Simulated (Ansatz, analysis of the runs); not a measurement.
# Conductance against twist: 4,4'-biphenylene with thiolate ends, rings twisted by 0 degrees, between Ag (111) faces with adatoms, and onwards

Wanted: G at twists from flat to perpendicular.

Main program and level: Ansatz 0.2.0; DFT PBE, plane waves, PAW; transmission of a junction between electrodes.

**1. The structure**

The cell holds 69 atoms: 47 Ag, 2 S, 12 C and 8 H. Cell: a = 8.803 Å, b = 8.803 Å, c = 25.983 Å, α = 90.0°, β = 90.0°, γ = 60.0°. Electrodes: Ag (111) 3x3 face with an adatom; the apex atoms were set 11.943 Å apart; the free molecule is Sc1ccc(-c2ccc(S)cc2)cc1. Regions: lower lead, 28 atoms (28 Ag); bridge, 22 atoms (2 S, 12 C and 8 H); upper lead, 19 atoms (19 Ag). The structure is stacked along c, and the current runs across the ab planes.

**2. Transmission, twist 0 degree**

The cell is now read as a scatterer between two semi-infinite leads, named by two sites one period apart. The scattering states in its self-consistent potential are matched to the leads' states at each energy. A mesh across the current samples the surface zone of the faces.

Input file input.yaml:

```yaml
crystal:
  lattice:
    - [8.8034794258, 0.0, 0.0]
    - [4.4017397129, 7.6240368244, 0.0]
    - [0.0, 0.0, 25.9834394587]
  atoms:
    - { symbol: Ag, position: [0.833333333, 0.833333333, 0.0] }
    - { symbol: Ag, position: [0.833333333, 0.166666667, 0.0] }
    - { symbol: Ag, position: [0.833333333, 0.5, 0.0] }
    - { symbol: Ag, position: [0.166666667, 0.833333333, 0.0] }
    - { symbol: Ag, position: [0.166666667, 0.166666667, 0.0] }
    - { symbol: Ag, position: [0.166666667, 0.5, 0.0] }
    - { symbol: Ag, position: [0.5, 0.833333333, 0.0] }
    - { symbol: Ag, position: [0.5, 0.166666667, 0.0] }
    - { symbol: Ag, position: [0.5, 0.5, 0.0] }
    - { symbol: Ag, position: [0.944444444, 0.944444444, 0.09221272] }
    - { symbol: Ag, position: [0.944444444, 0.277777778, 0.09221272] }
    - { symbol: Ag, position: [0.944444444, 0.611111111, 0.09221272] }
    - { symbol: Ag, position: [0.277777778, 0.944444444, 0.09221272] }
    - { symbol: Ag, position: [0.277777778, 0.277777778, 0.09221272] }
    - { symbol: Ag, position: [0.277777778, 0.611111111, 0.09221272] }
    - { symbol: Ag, position: [0.611111111, 0.944444444, 0.09221272] }
    - { symbol: Ag, position: [0.611111111, 0.277777778, 0.09221272] }
    - { symbol: Ag, position: [0.611111111, 0.611111111, 0.09221272] }
    - { symbol: Ag, position: [0.055555556, 0.055555556, 0.184425439] }
    - { symbol: Ag, position: [0.055555556, 0.388888889, 0.184425439] }
    - { symbol: Ag, position: [0.055555556, 0.722222222, 0.184425439] }
    - { symbol: Ag, position: [0.388888889, 0.055555556, 0.184425439] }
    - { symbol: Ag, position: [0.388888889, 0.388888889, 0.184425439] }
    - { symbol: Ag, position: [0.388888889, 0.722222222, 0.184425439] }
    - { symbol: Ag, position: [0.722222222, 0.055555556, 0.184425439] }
    - { symbol: Ag, position: [0.722222222, 0.388888889, 0.184425439] }
    - { symbol: Ag, position: [0.722222222, 0.722222222, 0.184425439] }
    - { symbol: Ag, position: [0.5, 0.5, 0.270183268] }
    - { symbol: S, position: [0.220253752, 0.565865515, 0.305599944] }
    - { symbol: C, position: [0.265079816, 0.597986324, 0.370173113] }
    - { symbol: C, position: [0.197170108, 0.546707442, 0.410818995] }
    - { symbol: C, position: [0.23074787, 0.572351126, 0.461778867] }
    - { symbol: C, position: [0.332454473, 0.650110523, 0.473197542] }
    - { symbol: C, position: [0.399178196, 0.701709364, 0.431859131] }
    - { symbol: C, position: [0.365657245, 0.676319066, 0.380858121] }
    - { symbol: C, position: [0.367635169, 0.677149732, 0.526802105] }
    - { symbol: C, position: [0.468894561, 0.755397162, 0.538220711] }
    - { symbol: C, position: [0.502295663, 0.78123385, 0.589180555] }
    - { symbol: C, position: [0.43537577, 0.728875228, 0.629826489] }
    - { symbol: C, position: [0.333696174, 0.651745054, 0.61914155] }
    - { symbol: C, position: [0.300577116, 0.625915857, 0.568140562] }
    - { symbol: S, position: [0.47769297, 0.76373442, 0.694399598] }
    - { symbol: H, position: [0.117927426, 0.48600806, 0.40333275] }
    - { symbol: H, position: [0.177560661, 0.529490404, 0.492719665] }
    - { symbol: H, position: [0.476764421, 0.764469247, 0.439142021] }
    - { symbol: H, position: [0.41823784, 0.719462524, 0.349893782] }
    - { symbol: H, position: [0.524209034, 0.795936563, 0.50727989] }
    - { symbol: H, position: [0.581312906, 0.842179203, 0.596666744] }
    - { symbol: H, position: [0.278183113, 0.611801614, 0.650105912] }
    - { symbol: H, position: [0.219631342, 0.566821742, 0.560857726] }
    - { symbol: Ag, position: [0.5, 0.5, 0.729816732] }
    - { symbol: Ag, position: [0.277777778, 0.277777778, 0.815574561] }
    - { symbol: Ag, position: [0.277777778, 0.611111111, 0.815574561] }
    - { symbol: Ag, position: [0.277777778, 0.944444444, 0.815574561] }
    - { symbol: Ag, position: [0.611111111, 0.277777778, 0.815574561] }
    - { symbol: Ag, position: [0.611111111, 0.611111111, 0.815574561] }
    - { symbol: Ag, position: [0.611111111, 0.944444444, 0.815574561] }
    - { symbol: Ag, position: [0.944444444, 0.277777778, 0.815574561] }
    - { symbol: Ag, position: [0.944444444, 0.611111111, 0.815574561] }
    - { symbol: Ag, position: [0.944444444, 0.944444444, 0.815574561] }
    - { symbol: Ag, position: [0.388888889, 0.388888889, 0.90778728] }
    - { symbol: Ag, position: [0.388888889, 0.722222222, 0.90778728] }
    - { symbol: Ag, position: [0.388888889, 0.055555556, 0.90778728] }
    - { symbol: Ag, position: [0.722222222, 0.388888889, 0.90778728] }
    - { symbol: Ag, position: [0.722222222, 0.722222222, 0.90778728] }
    - { symbol: Ag, position: [0.722222222, 0.055555556, 0.90778728] }
    - { symbol: Ag, position: [0.055555556, 0.388888889, 0.90778728] }
    - { symbol: Ag, position: [0.055555556, 0.722222222, 0.90778728] }
    - { symbol: Ag, position: [0.055555556, 0.055555556, 0.90778728] }
kpoints:
  mp_grid: { grid: [4, 4, 1] }
scf:
  occupations: { method: fermi_dirac, width: 0.1 }
hamiltonian:
  xc: pbe
output:
  transmission: { leads: [[60, 8]], e_range: [-0.7, 0.7], de: 0.035, kmesh: [4, 4] }
  dos: { projected: true, e_range: [-5, 4] }
  write_potential: true
  write_density: true
  volumetric_format: npy
```

Run with:

```sh
> ansatz run input.yaml --threads 16 --pin off --max-ram 61440MiB --backend cuda --events-out ev --progress --plain --runs-dir out --max-vram 78GiB
```

Numbers of over 12 decimals in the logs are rounded to 6 here.

The log of the run:

```text
Engine: ansatz 0.2.0, aarch64-unknown-linux-gnu
Pseudopotentials: kind: paw
Pseudopotential: Ag, paw, valence charge 19, recommended cutoff 420 eV (normal), Ag.paw.azcp
Pseudopotential: S, paw, valence charge 6, recommended cutoff 420 eV (normal), S.paw.azcp
Pseudopotential: C, paw, valence charge 4, recommended cutoff 420 eV (normal), C.paw.azcp
Pseudopotential: H, paw, valence charge 1, recommended cutoff 420 eV (normal), H.paw.azcp
Functional definition: PBE
  parameter kappa = 0.804
  parameter beta = 0.066725
  exchange = pbe_x(kappa = kappa, mu = beta*pi^2/3)
  correlation = pbe_c(beta = beta)
[...]
Crystal: 69 atoms, lattice volume = 1743.958 Å³
Basis set: ecut = 420 eV, 34089 PW (Γ)
Bands: 577, of which v1, the nominal top of the filled ones, is band 481 counted from 1 (480 counted from 0)
Symmetry: 1 space group operations
Space group: P1 (ITA 1), of the structure as read, at distance tolerance 1.2e-4 Å
k-points: 10 of 16 (time reversal used)
Non-local potential: Ag, projectors of the file, l = 0: 3, l = 1: 2, l = 2: 2, l = 3: 1
Non-local potential: S, projectors of the file, l = 0: 2, l = 1: 2, l = 2: 2
Non-local potential: C, projectors of the file, l = 0: 2, l = 1: 2, l = 2: 1
Non-local potential: H, projectors of the file, l = 0: 2, l = 1: 1
PAW form: soft (Blöchl's): semilocal exchange-correlation on the pseudo side does not see the compensation charge
PAW one-centre angular grid: Ag, 590 points (default); XC on 64 Gauss nodes
PAW one-centre angular grid: S, 110 points (default); XC on 64 Gauss nodes
PAW one-centre angular grid: C, 110 points (default); XC on 64 Gauss nodes
PAW one-centre angular grid: H, 110 points (default); XC on 64 Gauss nodes
Initial density: superposition of atomic densities (neutral atoms: chi_scale 0, normalization atom), corrected by the library's trained network
Initial wavefunctions: pseudopotential atomic-orbital guess
[...]
Functional: x = pbe(κ = 0.804, μ = 0.219515), c = pbe(β = 0.066725)
SCF iter   1: F=—  HF=-361690.793242 eV  |F-HF|=—  |Δ(HF+E_count)|=         —  Δρ=2.68e-3  dr2=1.06e0  ethr=1.77e-3  ⟨swp⟩=5.9  Hψ=21244  notcnv=0  defer=376
preconditioner: auto → LDOS  [metal: Δε(μ)=0.040 eV  Ē_g=9.304 eV  σ=0.100 eV  W_gap=0.10  n_scr=434 (ndim 8)  ℏωp=21.5 eV  f_vac=0.388  D(μ)=17.13/eV (n_scr^D=64)  β→1.0]
SCF iter   2: F=—  HF=-361690.773826 eV  |F-HF|=—  |Δ(HF+E_count)|=   1.94e-2  Δρ=3.07e-3  dr2=1.04e0  ethr=1.11e-4  ⟨swp⟩=2.0  Hψ=9867  notcnv=0  defer=647
SCF iter   3: F=—  HF=-361690.683211 eV  |F-HF|=—  |Δ(HF+E_count)|=   9.06e-2  Δρ=5.93e-4  dr2=5.67e-2  ethr=1.08e-4  ⟨swp⟩=2.0  Hψ=9392  notcnv=0  defer=631
SCF iter   4: F=—  HF=-361690.695090 eV  |F-HF|=—  |Δ(HF+E_count)|=   1.19e-2  Δρ=3.28e-4  dr2=5.98e-3  ethr=5.90e-6  ⟨swp⟩=2.0  Hψ=8008  notcnv=0  defer=631
SCF iter   5: F=—  HF=-361690.679842 eV  |F-HF|=—  |Δ(HF+E_count)|=   1.52e-2  Δρ=1.07e-4  dr2=1.63e-3  ethr=6.22e-7  ⟨swp⟩=2.0  Hψ=8003  notcnv=0  defer=631
SCF iter   6: F=—  HF=-361690.691603 eV  |F-HF|=—  |Δ(HF+E_count)|=   1.18e-2  Δρ=6.00e-5  dr2=1.64e-4  ethr=1.69e-7  ⟨swp⟩=2.0  Hψ=7886  notcnv=0  defer=631
[...]
SCF iter   8: F=—  HF=-361690.697360 eV  |F-HF|=—  |Δ(HF+E_count)|=   1.79e-2  Δρ=6.05e-6  dr2=7.58e-7  ethr=1.07e-9  ⟨swp⟩=2.0  Hψ=8667  notcnv=0  defer=636
SCF iter   9: F=—  HF=-361690.697360 eV  |F-HF|=—  |Δ(HF+E_count)|=   4.02e-8  Δρ=2.43e-6  dr2=4.63e-7  ethr=7.89e-11  ⟨swp⟩=2.0  Hψ=8058  notcnv=0  defer=636
SCF iter  10: F=-361690.697360 eV  HF=-361690.697360 eV  |F-HF|=6.69e-9  |Δ(HF+E_count)|=   1.61e-8  Δρ=5.66e-7  dr2=1.12e-8  ethr=1.04e-11  ⟨swp⟩=12.2  Hψ=24586  notcnv=0
SCF 1 converged in 10 iterations: F = -361690.697360 eV  dr2 = 1.12e-8
  greatest PAW one-centre occupation: 1.000 electrons in one spin orbital (limit 2), on the Ag atom at site 25 (counted from 0), in its partial waves of l = 0
transmission: 39 of 330 steps passed
transmission: 73 of 330 steps passed
[...]
transmission: 302 of 330 steps passed
[...]
SCF converged after 10 iterations
[...]
--- Transmission ---
  basis      : 583 plane waves across, 33 finite elements along
  points     : 10, standing for a mesh of 4 x 4
  on the GPU : 10 of these points
  filling    : by the input's occupations and mesh, since the crystals that have channels conduct as metals do. If one of these is a semiconductor, that mesh has misplaced its level
  energies   : 41 from -0.700000 to 0.700000 eV about the Fermi level, 0.035000 eV apart; the leads are filled to 0.000000 eV, and channels, transmission and decay are at 0.000000 eV
  crystal 0  : Ag9, at the sites [60, 8], period 2.3960 Å, over 11.98 Å; its Hamiltonian steps by up to 72.4 meV: too much for a lead, lay more layers or, if its atoms are ordered, name the step of that order
    offset         : up to 0.0000 Å between an atom of the period and one for which it stands
    filled         : 30.5 meV under the level at which it is neutral
    channels       : 7.687500e0 a spin
    conductance    : 8.8590e14 S/m² at 300 K; may be off by some 0.1 % by where its bands' edges are placed, 11.6 % from the k-mesh, 0.0 % from the distance to neutral
  junction   : crystal 0 to crystal 0, 0.50 to 24.09 Å
    transmission   : 6.233611e-2 a spin
    conductance    : 7.8654e12 S/m² at 300 K (7.5828e12 on every other point, 7.8053e12 on every other energy)
    error estimate : 0.8 % from the energy spacing and 10.3 % from band edges of the leads and from resonances (wavevectors taken as independent; lower de), 8.9 % from the k-mesh, 109.8 % from the steps of its leads' Hamiltonians or their offsets (lay more layers), 19.5 % from the distance to neutral
    resistance     : 1.2601e-1 Ω µm² beyond half of each lead's own
```

It took 2.4 min on 1 × NVIDIA GB200 with 16 threads of Arm Neoverse V2, shared host; peak memory 16 GiB.

This run has no spin polarisation although its electron count is odd.

Numbers from this step:

```yaml
energy_at_zero_smearing: -361690.3923 eV
transmission_at_the_energy_nearest_the_fermi_level_one_spin: 0.06234
step_of_the_lead_s_hamiltonian: 72.4 meV
conductance_of_the_junction: 0.06813 G₀
conductance_of_the_bulk_lead_a_3x3_cell_mean_over_the_mesh: 7.674 G₀
channels_of_the_bulk_lead_one_spin_mean_over_the_mesh: 7.688
```

Transmission, one spin against energy, zero at the Fermi level:

```tsv
energy (eV)	transmission, one spin
-0.700	0.235
-0.630	0.219
-0.560	0.247
-0.490	0.338
-0.420	0.555
-0.350	0.924
-0.315	0.993
-0.245	0.607
-0.175	0.284
-0.105	0.148
-0.035	0.0814
0.000	0.0623
0.035	0.0496
0.105	0.0336
0.175	0.0246
0.245	0.0190
0.315	0.0183
0.350	0.0159
0.420	0.00964
0.490	0.00738
0.560	0.00627
0.630	0.00551
0.700	0.00501
```

Table of open channels of the lead, one spin by energy, zero at the Fermi level:

```tsv
energy (eV)	open channels of the lead, one spin
-0.700	5.69
-0.665	5.69
-0.595	5.69
-0.560	5.69
-0.490	6.06
-0.455	6.81
-0.420	6.81
-0.350	6.81
-0.315	7.56
-0.280	7.56
-0.210	7.69
-0.175	7.69
-0.105	7.69
-0.070	7.69
-0.035	7.69
0.000	7.69
0.035	7.69
0.070	7.69
0.105	7.69
0.175	7.69
0.210	7.69
0.280	7.69
0.315	7.31
0.350	7.31
0.420	7.31
0.455	7.31
0.490	7.31
0.560	7.31
0.595	7.31
0.665	7.31
0.700	7.31
```

Planar mean of the electrostatic potential energy, less the Fermi level against z:

```tsv
z (Å)	planar mean of the electrostatic potential energy, less the Fermi level (eV)
0.0	-12.0
0.5	-7.27
1.0	0.368
1.5	-0.840
2.0	-8.97
2.5	-11.8
3.0	-5.60
3.5	0.842
4.0	-2.40
4.5	-10.2
5.0	-10.8
5.5	-3.63
6.0	2.13
6.5	2.82
7.0	2.48
7.5	2.22
8.0	2.72
8.5	3.44
9.0	3.60
9.5	2.51
10.0	2.23
10.5	2.42
11.0	2.31
11.5	2.44
12.0	2.09
12.5	2.57
13.0	3.26
13.5	2.53
14.0	2.09
14.5	2.43
15.0	2.31
15.5	2.42
16.0	2.22
16.5	2.51
17.0	3.63
17.5	3.42
18.0	2.71
18.5	2.16
19.0	2.48
19.5	2.85
20.0	2.11
20.5	-3.88
21.0	-10.9
21.5	-9.71
22.0	-2.13
22.5	0.409
23.0	-5.92
23.5	-11.5
24.0	-8.52
24.5	-0.958
25.0	0.118
25.5	-7.39
```

By hand: the program gives 7.8654 × 10^12 S/m² over the cell's cross-section of 67.12 Å² = 6.712 × 10^-19 m², so one cell conducts 5.279 × 10^-6 S. Divided by G0 = 2e²/h = 7.748 × 10^-5 S this is 0.0681 G0, a resistance of 189 kΩ.

The conductance is 0.0681 G₀. The value hangs on where a semilocal functional puts the molecule's levels, which is known only roughly. The lead's Hamiltonian steps by 72.4 meV, which the program calls too much for a lead. The largest term of the program's error estimate is 110 %, from the steps of its leads' Hamiltonians or their offsets.

**3. Landauer integrals**

This step: Landauer integrals over the computed T(E), interpolated linearly between its energies (analysis of the runs above).

Conductance and thermopower are moments of T(E) over the thermal window; sliding the window along E stands for a gate that leaves T(E) rigid.

Numbers from this step:

```yaml
conductance_at_300_k_interpolated_from_t_e: 0.06872 G₀
thermopower_at_300_k: 57.57 μV/K
lorenz_number_over_l0: 1.161
```

T(E) held rigid; rough near sharp steps of T(E). Table of conductance at 300 K by shift of the leads' level:

```tsv
shift of the leads' level (eV)	conductance at 300 K (G₀)
-0.350	0.826
-0.300	0.827
-0.250	0.639
-0.200	0.415
-0.150	0.254
-0.100	0.159
-0.050	0.102
0.000	0.0687
0.050	0.0487
0.100	0.0364
0.150	0.0285
0.200	0.0232
0.250	0.0197
0.300	0.0176
0.350	0.0151
```

T(E) held rigid; rough near sharp steps of T(E). Table of thermopower at 300 K by shift of the leads' level:

```tsv
shift of the leads' level (eV)	thermopower at 300 K (μV/K)
-0.350	-15.7
-0.300	17.2
-0.250	48.1
-0.200	67.5
-0.150	72.8
-0.100	69.8
-0.050	64.7
0.000	57.6
0.050	48.8
0.100	40.8
0.150	34.0
0.200	27.9
0.250	21.2
0.300	18.3
0.350	29.6
```

The two levels move by half the bias each and T(E) is held rigid. Table of current from the zero-bias T(E) by bias:

```tsv
bias (V)	current from the zero-bias T(E) (μA)
0.000	0
0.100	0.550
0.200	1.21
0.300	2.12
0.400	3.49
0.500	5.60
0.600	8.55
0.700	11.9
0.800	14.8
```

By hand, Mott's formula: S = −(π²k²T/3e) d ln T/dE, and π²k²T/3e = 7.33 μV/K × eV at 300 K. The computed T is 0.110 at -0.070 eV and 0.0404 at +0.070 eV, so d ln T/dE ≈ -7.15 per eV and S ≈ 52.4 μV/K, against 57.6 from the integrals.

The thermopower is 57.6 μV/K. The Lorenz ratio is 1.16, where the Wiedemann-Franz law gives 1. These values rest on a semilocal level alignment and on the mesh across the current. Moving the level by up to 0.1 eV either way gives 41 to 70 μV/K.

(Continued in part 2 of 4.)

[Logs are printed without paths, hosts, clocks, repeated set-up lines and the standing remarks that a program may print on its own settings, such as how far it seeks lower states.]

[Hosts, paths, dates, database ids (printed as entryN), source tags and the programs' standing remarks are cut or masked in the printed files.]
